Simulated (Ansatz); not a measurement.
ZnO, DFT, LDA, all-electron PAW with datasets made for the crystal, scalar-relativistic (Ansatz 0.2.0), run on 1 thread of Arm Neoverse V1 on a shared host.

The geometry is COD entry 9004178, unchecked; take it as a test cell. The listed cell was then made from it by scaling, straining or moving an atom.

Command: `ansatz run input.yaml --threads 1 --pin off --max-ram 4096MiB --backend cpu --events-out ev --progress --plain --runs-dir out`

```yaml
crystal:
  lattice:
    - [3.2275900217, 0.0, 0.0]
    - [-1.6137950108, 2.7951749517, 0.0]
    - [0.0, 0.0, 5.1688741155]
  atoms:
    - { symbol: Zn, position: [0.3333333333, 0.6666666667, 0.0] }
    - { symbol: Zn, position: [0.6666666667, 0.3333333333, 0.5] }
    - { symbol: O, position: [0.3333333333, 0.6666666667, 0.3821] }
    - { symbol: O, position: [0.6666666667, 0.3333333333, 0.8821] }
kpoints:
  mp_grid: { grid: [8, 8, 5] }
scf:
  occupations: { method: fermi_dirac, width: 0.01 }
hamiltonian:
  xc: lda
  pseudopotentials: { kind: all_electron, datasets: crystal }
output:
  forces: true
  stress: true
  eigenvalues: true
  efg: { contact_densities: true }
```

**Question.** How large is the problem that the program sets up?

**Answer.** 30 irreducible k-points, 1087 plane waves at Γ, 22 bands.

**Question.** Estimate the wall time and the peak memory.

**Answer.** 21 s of wall time for 9 SCF iterations, with a peak of 0.68 GiB. Times on shared machines scatter by tens of per cent.

**Question.** And the same cell and mesh by PAW with the default files, asked for forces, stress, eigenvalues, efg, on the same hardware?

**Answer.** 4.5 s, peak memory 0.35 GiB.
